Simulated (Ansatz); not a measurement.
# Quasiparticle gap of Al2GaP3 (zincblende [001] superlattice), part 2 of 3

Aim: the quasiparticle gap of Al2GaP3 (zincblende [001] superlattice), starting from PBEsol.

Ansatz 0.2.0; PBEsol, then G0W0 on it, plane waves, PAW. Known limits of the many-body steps: finite bands, screening cutoff and k mesh; no spin-orbit coupling in G0W0; d shells not analysed.

So far. Step 2 (Relaxation): The program's warnings for this run: band table not solved further; near symmetry operation missed by atoms.

**3. Bands along the symmetry lines**

Level of this step: DFT, PBEsol, plane waves, PAW; PAW set soft_1 (Ansatz).

Levels along a band path and on the mesh show where this functional puts the band edges.

Contents of input.yaml:

```yaml
crystal:
  lattice:
    - [3.8634230049, 0.0, 0.0]
    - [0.0, 3.863424628, 0.0]
    - [0.0, 0.0, 16.3596661895]
  atoms:
    - { symbol: Ga, position: [0.0, 0.0, 0.0422724287] }
    - { symbol: P, position: [0.5, 0.0, 0.1249818396] }
    - { symbol: Ga, position: [0.5, 0.5, 0.2076915894] }
    - { symbol: P, position: [0.0, 0.5, 0.2907303554] }
    - { symbol: Al, position: [0.0, 0.0, 0.3740642106] }
    - { symbol: P, position: [0.5, 0.0, 0.4576623302] }
    - { symbol: Al, position: [0.5, 0.5, 0.5413188719] }
    - { symbol: P, position: [0.0, 0.5, 0.6249822992] }
    - { symbol: Al, position: [0.0, 0.0, 0.7086456384] }
    - { symbol: P, position: [0.5, 0.0, 0.7923022269] }
    - { symbol: Al, position: [0.5, 0.5, 0.8759002499] }
    - { symbol: P, position: [0.0, 0.5, 0.9592339285] }
kpoints:
  mp_grid: { grid: [6, 6, 2] }
  band_path:
    path:
      - [[0.0, 0.0, 0.0], [0.0, 0.5, 0.0], [0.5, 0.5, 0.0], [0.0, 0.0, 0.0], [0.0, 0.0, 0.5], [0.0, 0.5, 0.5], [0.5, 0.5, 0.5], [0.0, 0.0, 0.5]]
      - [[0.0, 0.5, 0.0], [0.0, 0.5, 0.5]]
      - [[0.5, 0.5, 0.0], [0.5, 0.5, 0.5]]
    npoints: 10
hamiltonian:
  xc: pbesol
  pseudopotentials: { kind: paw, azcp: { folder: soft_1 }, xc_functional: pbe }
scf:
  occupations: { method: fermi_dirac, width: 0.02 }
  n_extra_bands: 8
output:
  eigenvalues: true
  forces: true
  stress: true
  write_density: true
  write_potential: true
  elf: true
  volumetric_format: npy
```

On the command line:

```sh
$ ansatz run input.yaml --threads 3 --pin off --max-ram 92160MiB --backend cuda --events-out ev --progress --plain --runs-dir out --devices 1 --max-vram 13GiB
```

Numbers of over 12 decimals in the logs are rounded to 6 here.

What it wrote:

```text
Warning: the atoms were moved onto the symmetric positions of the space group found under crystal.symmetry.tolerance 1.0e-5 (fractional; no operation is sought that the atoms, as they stand in a round, miss by more than twice it, and no atom is moved by as much as it), and the run uses the moved positions. Before a round's move an operation carried an atom to 1.06e-5 Å from where it should land, the largest such dist [...]
[...]
GPUs: using 1 of 1 available (devices: 1).
[...]
GPU FFT provider: cuFFT
GPU libraries: cuBLAS 13.8.2, cuFFT 12.4.0, cuSOLVER 12.3.4
Crystal: 12 atoms, lattice volume = 244.185 Å³
Basis set: ecut = 420 eV, 4823 PW (Γ), exchange–correlation on 54×54×240 points (8 copies of the dense FFT grid, shifted against one another)
Bands: 42, of which v1, the nominal top of the filled ones, is band 34 counted from 1 (33 counted from 0)
Symmetry: 8 space group operations
[...]
k-points: 20 of 72
[...]
GPU buffer pool allocated for 87480 grid points (all kernels)
[...]
SCF iter   1: F=—  HF=-14032.603990 eV  |F-HF|=—  |Δ(HF+E_count)|=         —  Δρ=4.53e-2  dr2=5.13e0  ethr=3.10e-3  ⟨swp⟩=9.8  Hψ=4372  notcnv=0
[...]
SCF iter   9: F=-14031.028931 eV  HF=-14031.028931 eV  |F-HF|=3.27e-10  |Δ(HF+E_count)|=   2.81e-8  Δρ=1.39e-6  dr2=7.01e-9  ethr=1.47e-10  ⟨swp⟩=21.1  Hψ=7198  notcnv=0
SCF 1 converged in 9 iterations: F = -14031.028931 eV  dr2 = 7.01e-9
[...]
NSCF: frozen V_eff on 93 k-points
SCF converged after 9 iterations
Free energy (F): -14031.028931 eV
[...]
Internal energy: -14031.028931 eV  (E = F + TS)
E sigma→0 (E₀):  -14031.028931 eV
Fermi energy:    6.350340 eV
[...]
--- Forces (eV/Å), atoms counted from 1 ---
  atom   1  Ga    -0.00000000     0.00000000    -0.00078701
  atom   2  P      0.00000000     0.00000000     0.00000000
  atom   3  Ga     0.00000000     0.00000000     0.00078701
  atom   4  P      0.00000000     0.00000000     0.00249568
  atom   5  Al     0.00000000     0.00000000     0.00019763
  atom   6  P      0.00000000     0.00000000     0.00020267
  atom   7  Al     0.00000000     0.00000000     0.00016693
  atom   8  P      0.00000000     0.00000000     0.00000000
  atom   9  Al     0.00000000     0.00000000    -0.00016693
  atom  10  P     -0.00000000     0.00000000    -0.00020267
  atom  11  Al     0.00000000     0.00000000    -0.00019763
  atom  12  P      0.00000000     0.00000000    -0.00249568
  max |Σ_I F_I| component: 9.97e-27 eV/Å
--- Stress (GPa, compression-positive) ---
        0.015897       0.000000       0.000000
        0.000000       0.015897       0.000000
        0.000000       0.000000       0.010665
  P = ⅓ Tr σ = 0.0142 GPa (0.142 kbar)
--- Band table (eV; the first three rows and the last of 20) ---
  k-point 0: bands = [... 30 lower, 4.8146, 5.6408, 5.6510, 5.6510, 7.0444, 7.4652, 7.6665, 7.8057, ... 4 higher]
  k-point 1: bands = [... 30 lower, 5.2330, 5.2330, 5.4927, 5.4927, 7.0766, 7.3563, 7.8197, 7.9147, ... 4 higher]
  k-point 2: bands = [... 30 lower, 4.9157, 4.9976, 5.1658, 5.5771, 7.5311, 8.0758, 8.1968, 8.6316, ... 4 higher]
  k-point 19: bands = [... 30 lower, 3.0640, 3.0927, 3.0972, 3.1348, 7.4266, 7.5110, 7.7438, 7.7820, ... 4 higher]
```

Elapsed: 12 s, on 1 × NVIDIA H100 80GB HBM3 (shared by 6 runs) with 3 threads of AMD EPYC 7R13 (Zen 3), shared host; peak memory 1 GiB; 12 s of CPU time.

Reading the cycles: dr2 is the Hartree energy of the density residual (eV), the measure of convergence; HF is the Harris–Foulkes estimate of the energy, which meets the free energy F at convergence.

This step gave:

```
pressure             : 0.01415 GPa
filled bands         : 34
gap                  : 1.393 eV
valence top at       : Γ
conduction bottom at : Γ
least direct gap     : 1.393 eV
```

Over mesh and path the gap is 1.393 eV, direct, at k = Γ. The program's warnings for this run: structure snapped to symmetry.

Electronic bands along the path, in eV, zero at the top of the highest nominally filled band:

| point | band 31 | band 32 | band 33 | band 34 | band 35 | band 36 | band 37 | band 38 |
| --- | --- | --- | --- | --- | --- | --- | --- | --- |
| Γ | -0.84 | -0.01 | 0.00 | 0.00 | 1.39 | 1.81 | 2.02 | 2.15 |
| halfway | -0.74 | -0.64 | -0.59 | -0.19 | 2.18 | 2.56 | 2.71 | 2.85 |
| X | -0.97 | -0.95 | -0.91 | -0.90 | 2.50 | 2.56 | 3.00 | 3.02 |
| halfway | -1.69 | -1.68 | -1.66 | -1.66 | 2.66 | 2.69 | 2.77 | 2.85 |
| M | -2.33 | -2.33 | -2.33 | -2.33 | 1.40 | 1.43 | 2.11 | 2.11 |
| halfway | -1.45 | -1.45 | -0.93 | -0.93 | 2.50 | 3.36 | 3.43 | 3.72 |
| Γ | -0.84 | -0.01 | 0.00 | 0.00 | 1.39 | 1.81 | 2.02 | 2.15 |
| halfway | -0.59 | -0.20 | -0.06 | -0.06 | 1.41 | 1.76 | 2.06 | 2.27 |
| Z | -0.42 | -0.42 | -0.16 | -0.16 | 1.43 | 1.71 | 2.17 | 2.26 |
| halfway | -0.73 | -0.65 | -0.46 | -0.27 | 2.28 | 2.40 | 2.69 | 3.12 |
| R | -0.90 | -0.90 | -0.90 | -0.89 | 2.22 | 2.26 | 3.32 | 3.33 |
| halfway | -1.88 | -1.88 | -1.67 | -1.67 | 2.39 | 2.40 | 2.61 | 2.65 |
| A | -2.59 | -2.56 | -2.55 | -2.52 | 1.78 | 1.86 | 2.09 | 2.13 |
| halfway | -1.26 | -1.22 | -0.98 | -0.97 | 2.94 | 3.08 | 3.45 | 3.45 |
| Z | -0.42 | -0.42 | -0.16 | -0.16 | 1.43 | 1.71 | 2.17 | 2.26 |
| jump to X | -0.97 | -0.95 | -0.91 | -0.90 | 2.50 | 2.56 | 3.00 | 3.02 |
| halfway | -0.97 | -0.96 | -0.91 | -0.90 | 2.34 | 2.38 | 3.19 | 3.19 |
| R | -0.90 | -0.90 | -0.90 | -0.89 | 2.22 | 2.26 | 3.32 | 3.33 |
| jump to M | -2.33 | -2.33 | -2.33 | -2.33 | 1.40 | 1.43 | 2.11 | 2.11 |
| halfway | -2.41 | -2.41 | -2.39 | -2.39 | 1.53 | 1.57 | 2.24 | 2.24 |
| A | -2.59 | -2.56 | -2.55 | -2.52 | 1.78 | 1.86 | 2.09 | 2.13 |

Valence density in the ca plane at fractional y = 0.000, with atoms of Ga and P and Al within 0.2 Å of it. It is the smooth field of the valence electrons, not physical close to the nuclei.

Values in e/Å³, 6 rows by 16 columns, each cell a mean:
```
 7  2  0  0  0  0  0  0  0  0  0  0  0  0  0  0
 0  1  0  0  0  0  0  1  0  0  0  0  1  0  0  0
 0  1  0  0  0  0  0  0  0  0  0  0  0  0  0  0
 0  1  0  0  0  0  0  1  0  0  0  0  1  0  0  0
 1  1  0  0  0  0  0  0  0  0  0  0  0  0  0  0
14  3  0  0  0  0  0  0  0  0  0  0  0  0  0  0
```
Columns run along c (16.4 Å), rows up along a (3.9 Å). Atoms in or near the plane, at fractional coordinates: Ga at (0.04, 0.00), P at (0.12, 0.50), Al at (0.37, 0.00), P at (0.46, 0.50), Al at (0.71, 0.00), P at (0.79, 0.50).

ELF in the ca plane at fractional y = 0.000, with atoms of Ga and P and Al within 0.2 Å of it. It is the smooth field of the valence electrons, not physical close to the nuclei.

Ten even steps from '0' (0.01) to '9' (0.93), each cell a mean:
```
10012321000013200146420000023200155310000022
22235763100012212799853100012213899752100012
22479976410000126999876410001137999876310001
13798447741000026897357630000137996367620000
03783006751000025871028741000036860048731000
13786116741000026884038741000037872058630000
13689867630000126999777520000137998777410000
22358875310001225999875200001226999864200012
21023542000012200378641000012201587531000022
10012210000013203124210000023103024200000122
```
Columns run along c (16.4 Å), rows up along a (3.9 Å). Atoms in or near the plane, at fractional coordinates: Ga at (0.04, 0.00), P at (0.12, 0.50), Al at (0.37, 0.00), P at (0.46, 0.50), Al at (0.71, 0.00), P at (0.79, 0.50).

**4. G0W0 on the 4×4×2 mesh**

G0W0 replaces the xc potential by a self-energy built once from the orbitals of the start. Levels are corrected in the window of bands that the input names, at points of the mesh.

This step: G0W0 on PBEsol, plane waves, PAW; PAW set soft_1.

input.yaml, the sections that differ from step 3:

```yaml
kpoints:
  mp_grid: { grid: [4, 4, 2] }
scf:
  occupations: { method: fixed }
gw:
  n_empty_bands: 1018
  ecut_chi: 150.0
  qp_bands: [v4, c4]
  qp_kpoints: band_edges
  screening: { model: contour_deformation }
# crystal, hamiltonian: as in step 3
# output: removed
```

What it wrote:

```text
[...]
GPUs: using 1 of 1 available (devices: 1).
[...]
GPU FFT provider: cuFFT
GPU libraries: cuBLAS 13.8.2, cuFFT 12.4.0, cuSOLVER 12.3.4
Crystal: 12 atoms, lattice volume = 244.185 Å³
Basis set: ecut = 420 eV, 4823 PW (Γ)
Bands: 46, of which v1, the nominal top of the filled ones, is band 34 counted from 1 (33 counted from 0)
Symmetry: 8 space group operations
[...]
k-points: 12 of 32
[...]
GPU buffer pool allocated for 87480 grid points (all kernels)
[...]
SCF iter   1: F=—  HF=-14032.438425 eV  |F-HF|=—  |Δ(HF+E_count)|=         —  Δρ=4.56e-2  dr2=5.25e0  ethr=3.10e-3  ⟨swp⟩=5.9  Hψ=2220  notcnv=0  defer=100
[...]
SCF iter   9: F=-14030.823636 eV  HF=-14030.823636 eV  |F-HF|=1.59e-8  |Δ(HF+E_count)|=   2.92e-7  Δρ=3.10e-6  dr2=4.46e-8  ethr=1.47e-10  ⟨swp⟩=16.9  Hψ=3120  notcnv=0
SCF 1 converged in 9 iterations: F = -14030.823636 eV  dr2 = 4.46e-8
[...]
the band table was solved once the SCF had ended and its energy, with any forces and stress, was formed, with the checks that follow a solve (2433 applications of the Hamiltonian). They found nothing against the state; the energy, forces and stress were not computed again (output.eigenvalues in the input reference)
[...]
G₀W₀ screening: q 1/12
[... further progress lines ...]
SCF converged after 9 iterations
Free energy (F): -14030.823636 eV
[...]
Internal energy: -14030.823636 eV  (E = F + TS)
E sigma→0 (E₀):  -14030.823636 eV
Fermi energy:    5.665143 eV
[...]
--- Band table (eV; the first three rows and the last of 12) ---
  k-point 0: bands = [... 30 lower, 4.8250, 5.6510, 5.6651, 5.6651, 7.0458, 7.4704, 7.6711, 7.8090, ... 8 higher]
  k-point 1: bands = [... 30 lower, 5.2428, 5.2428, 5.5077, 5.5077, 7.0781, 7.3601, 7.8263, 7.9195, ... 8 higher]
  k-point 2: bands = [... 30 lower, 4.9209, 5.0262, 5.0746, 5.4746, 7.8348, 8.2167, 8.3648, 8.5098, ... 8 higher]
  k-point 11: bands = [... 30 lower, 3.0713, 3.1006, 3.1025, 3.1400, 7.4289, 7.5132, 7.7497, 7.7873, ... 8 higher]
--- G₀W₀: contour deformation, 7 samples at zero and on the imaginary axis and 1 off it, 32 q-points, 1018 empty bands' worth ---
  eigenvalues of the whole cell's RPA ε∞ on this k-mesh (on a slab, of 1 + 4πα/V) = 8.6333, 10.7219, 10.7219; static W/v taken at q = 0 is 0.088273
  bands read: the sum over 1052 bands ends inside a degenerate multiplet in 3 slots, whose members it reads at an even weight; the widest, k=0: bands 1052 to 1053 (counted from 1) at 1/2 each
  gw.qp_kpoints: band_edges: 7 of 12 stored k-points solved, in 1 pass; an edge of the gap read off the rows below is read off those points alone
    valence top: of the k-points left out ik 4 came nearest to being solved in a further pass, in band 34 (counted from 1, as in the quasiparticle table): it holds the edge there only if its correction is more favourable than any solved in that band by at least 0.894 eV; those differ by 0.076 eV
    conduction bottom: of the k-points left out ik 9 came nearest to being solved in a further pass, in band 36 (counted from 1, as in the quasiparticle table): it holds the edge there only if its correction is more favourable than any solved in that band by at least 0.996 eV; those differ by 0.153 eV
    ik  band        ε_KS         Σx   Σc(E_QP)       V_xc       Z   E_QP_lin       E_QP  E_QP is
     0    31      4.8250   -15.8498     1.5861   -13.5919  0.7554     4.1475     4.1532  root
     0    32      5.6510   -16.0760     1.0881   -14.3668  0.7639     5.0262     5.0299  root
     0    33      5.6651   -16.4200     1.2869   -14.4888  0.7619     5.0165     5.0208  root
     0    34      5.6651   -16.4200     1.2869   -14.4888  0.7619     5.0165     5.0208  root
     0    35      7.0458    -5.5313    -3.8235    -9.5087  0.7881     7.2000     7.1997  root
     0    36      7.4704    -6.5764    -3.9334   -10.7116  0.7845     7.6727     7.6723  root
     0    37      7.6711    -6.9501    -3.9196   -11.0644  0.7860     7.8663     7.8659  root
     0    38      7.8090    -6.3521    -3.9766   -10.5688  0.7833     8.0497     8.0491  root
     1    31      5.2428   -15.7923     1.4272   -13.6880  0.7583     4.5604     4.5658  root
     1    32      5.2428   -15.7923     1.4272   -13.6880  0.7583     4.5604     4.5658  root
     1    33      5.5077   -16.4420     1.3245   -14.4881  0.7615     4.8739     4.8782  root
     1    34      5.5077   -16.4420     1.3245   -14.4881  0.7615     4.8739     4.8782  root
     1    35      7.0781    -5.6268    -3.8341    -9.6306  0.7869     7.2481     7.2478  root
     1    36      7.3601    -6.1791    -3.8621   -10.1904  0.7884     7.5097     7.5094  root
     1    37      7.8263    -7.0827    -4.0451   -11.3577  0.7826     8.0568     8.0563  root
     1    38      7.9195    -6.7381    -4.0230   -11.0127  0.7816     8.1717     8.1710  root
     2    31      4.9209   -16.0079     1.5753   -13.7556  0.7558     4.2381     4.2439  root
     2    32      5.0262   -15.8642     1.3263   -13.8966  0.7596     4.3802     4.3848  root
     2    33      5.0746   -15.9894     1.3070   -14.0495  0.7603     4.4373     4.4417  root
     2    34      5.4746   -16.4533     1.3761   -14.4278  0.7604     4.8205     4.8251  root
     2    35      7.8348    -6.1435    -4.0110   -10.3578  0.7839     8.0387     8.0382  root
     2    36      8.2167    -8.4105    -4.1015   -12.7930  0.7784     8.4985     8.4977  root
     2    37      8.3648    -7.2325    -4.1339   -11.6073  0.7790     8.6063     8.6056  root
     2    38      8.5098    -6.3688    -4.1648   -10.7716  0.7783     8.7484     8.7477  root
     3    31      4.9263   -15.7266     1.3784   -13.7007  0.7585     4.2740     4.2788  root
     3    32      5.0094   -15.8833     1.3120   -13.9465  0.7604     4.3802     4.3846  root
     3    33      5.1971   -15.9495     1.4810   -13.7843  0.7572     4.5074     4.5129  root
     3    34      5.3934   -16.5411     1.3987   -14.5036  0.7604     4.7501     4.7546  root
     3    35      7.9372    -6.0054    -4.0405   -10.2582  0.7825     8.1500     8.1495  root
     3    36      8.0524    -6.6161    -4.0594   -10.8823  0.7832     8.2596     8.2591  root
     3    37      8.3468    -8.7544    -4.1412   -13.1910  0.7763     8.6431     8.6421  root
     3    38      8.7750    -7.5167    -4.2227   -11.9968  0.7738     9.0332     9.0324  root
     5    31      4.7594   -15.9440     1.4672   -13.8134  0.7573     4.0907     4.0960  root
     5    32      4.7624   -16.2978     1.6253   -14.0121  0.7562     4.0964     4.1020  root
     5    33      4.7666   -15.9667     1.4648   -13.8410  0.7574     4.1004     4.1056  root
     5    34      4.7694   -16.5500     1.6368   -14.2648  0.7570     4.1156     4.1210  root
     5    35      7.8822    -8.5010    -4.0023   -12.7845  0.7810     8.1642     8.1634  root
     5    36      7.9151    -8.4522    -3.9954   -12.7299  0.7810     8.1981     8.1973  root
     5    37      8.9725    -7.4595    -4.3451   -12.0929  0.7719     9.2618     9.2607  root
     5    38      8.9858    -7.4948    -4.3484   -12.1301  0.7720     9.2737     9.2726  root
[...]
10    35      7.0536    -5.7451    -3.6889    -9.5655  0.7907     7.1852     7.1850  root
    10    36      7.0866    -5.8193    -3.6904    -9.6392  0.7910     7.2162     7.2160  root
    10    37      7.7641    -6.8461    -3.8383   -10.9136  0.7862     7.9938     7.9933  root
    10    38      7.7641    -6.8461    -3.8383   -10.9136  0.7862     7.9938     7.9933  root
    11    31      3.0713   -15.4298     2.1868   -12.5283  0.7362     2.3462     2.3566  root
    11    32      3.1006   -15.3329     2.0855   -12.5881  0.7388     2.4325     2.4413  root
    11    33      3.1025   -15.2107     2.1028   -12.4123  0.7384     2.3972     2.4069  root
    11    34      3.1400   -15.2056     2.1097   -12.3906  0.7381     2.4251     2.4347  root
    11    35      7.4289    -5.7462    -3.7767    -9.6624  0.7860     7.5685     7.5683  root
    11    36      7.5132    -5.7999    -3.7884    -9.7279  0.7855     7.6530     7.6527  root
    11    37      7.7497    -6.4949    -3.8096   -10.4217  0.7879     7.8671     7.8669  root
    11    38      7.7873    -6.4253    -3.8190   -10.3642  0.7868     7.9073     7.9071  root
```

Elapsed: 80 s, on 1 × NVIDIA H100 80GB HBM3 (shared by 6 runs) with 3 threads; peak memory 4.1 GiB; 2.4 min of CPU time.

Numbers from this step:

```yaml
bands_summed: 1052
rpa_eps_infinity_on_this_mesh_eigenvalues: 8.633, 10.72, 10.72
plane_waves_in_the_screening_matrix: 1021
q_points_in_the_mesh: 32
g0w0_gap_over_the_corrected_points: 2.155 eV
k_of_the_valence_top: 0, 0, 0
k_of_the_conduction_bottom: -0.5, -0.5, 0
starting_gap_on_the_mesh: 1.381 eV
z_at_the_valence_top: 0.7639
z_at_the_conduction_bottom: 0.7907
least_direct_g0w0_gap_over_the_corrected_points: 2.170 eV
```

Over 7 of 12 irreducible mesh points the G0W0 gap is 2.155 eV, from k = Γ to k = (-0.500, -0.500, 0.000). The PBEsol gap of this run on the mesh is 1.381 eV. Other states bound it: the two that bound the G0W0 gap lie 1.403 eV apart in PBEsol, so state for state the correction is 2.155 − 1.403 = +0.752 eV, while gap against gap it is 2.155 − 1.381 = +0.774 eV. The start of this run differs from the step before in mesh (6×6×2 and 4×4×2). The program's warnings for this run: structure snapped to symmetry.

Labels follow the order of the start: v1 is the top filled band, c1 the lowest empty one; levels that stay degenerate share a row, the window can cut a multiplet, doubted levels are not marked in this list, bands outside the window were not corrected, and the list may be a part of the corrected levels. Levels before and after the correction, in eV, zero at the valence-band top of each column:

|  | conduction bottom | valence top |
| --- | --- | --- |
| Kohn-Sham | 1.38 | 0.00 |
| G0W0 | 2.16 | 0.00 |

|  | level | occupation | energy (eV) |
| --- | --- | --- | --- |
| Kohn-Sham | Γ v3 | 2 | -0.014 |
| Kohn-Sham | Γ v2-v1 | 2 | 0.000 |
| Kohn-Sham | Γ c1 | 0 | 1.381 |
| Kohn-Sham | Γ c2 | 0 | 1.805 |
| Kohn-Sham | Γ c3 | 0 | 2.006 |
| Kohn-Sham | (-0.5 -0.5 0) v3 | 2 | -2.337 |
| Kohn-Sham | (-0.5 -0.5 0) v2-v1 | 2 | -2.334 |
| Kohn-Sham | (-0.5 -0.5 0) c1 | 0 | 1.388 |
| Kohn-Sham | (-0.5 -0.5 0) c2 | 0 | 1.421 |
| Kohn-Sham | (-0.5 -0.5 0) c3 | 0 | 2.099 |
| G0W0 | Γ v3 | 2 | 0.000 |
| G0W0 | Γ v2-v1 | 2 | -0.009 |
| G0W0 | Γ c1 | 0 | 2.170 |
| G0W0 | Γ c2 | 0 | 2.642 |
| G0W0 | Γ c3 | 0 | 2.836 |
| G0W0 | (-0.5 -0.5 0) v3 | 2 | -2.396 |
| G0W0 | (-0.5 -0.5 0) v2-v1 | 2 | -2.403 |
| G0W0 | (-0.5 -0.5 0) c1 | 0 | 2.155 |
| G0W0 | (-0.5 -0.5 0) c2 | 0 | 2.186 |
| G0W0 | (-0.5 -0.5 0) c3 | 0 | 2.963 |

The parts of the quasiparticle energy for the two states that bound the G0W0 gap, in eV on the run's own scale (QP = start + Σx + Σc − Vxc, with Σc at the quasiparticle energy):

| edge | k | band | start | Σx | Σc | Vxc | Z | QP |
| --- | --- | --- | --- | --- | --- | --- | --- | --- |
| valence top | Γ | 32 | 5.651 | −16.076 | 1.088 | −14.367 | 0.764 | 5.030 |
| conduction bottom | (-0.500, -0.500, 0.000) | 35 | 7.054 | −5.745 | −3.689 | −9.566 | 0.791 | 7.185 |

[end of part 2 of 3]

[Paths, hosts, dates, memory and timing lines, banners, echoed tables and standing remarks are left out of the program output.]

[Logs are printed without paths, hosts, clocks, repeated set-up lines and the standing remarks that a program may print on its own settings, such as how far it seeks lower states.]

[Runs of the session that timed out or met a known fault of the program may be left out.]

[Cells called generated may have been cut or substituted from an entry of the Crystallography Open Database or the Materials Project.]

[Hosts, paths, dates, database ids (printed as entryN), source tags and the programs' standing remarks are cut or masked in the printed files.]

[Where an RPA ε∞ is given, it is that of the G0W0 mesh and is not shown converged in it. Names of k-points follow the symmetry that the program found, which can be lower than the space group named. Band edges on a path are those of the sampled points; other points can move an edge, and change direct to indirect where valleys lie close.]

[Hybrid gaps are those of their k-mesh and are not shown converged in it.]
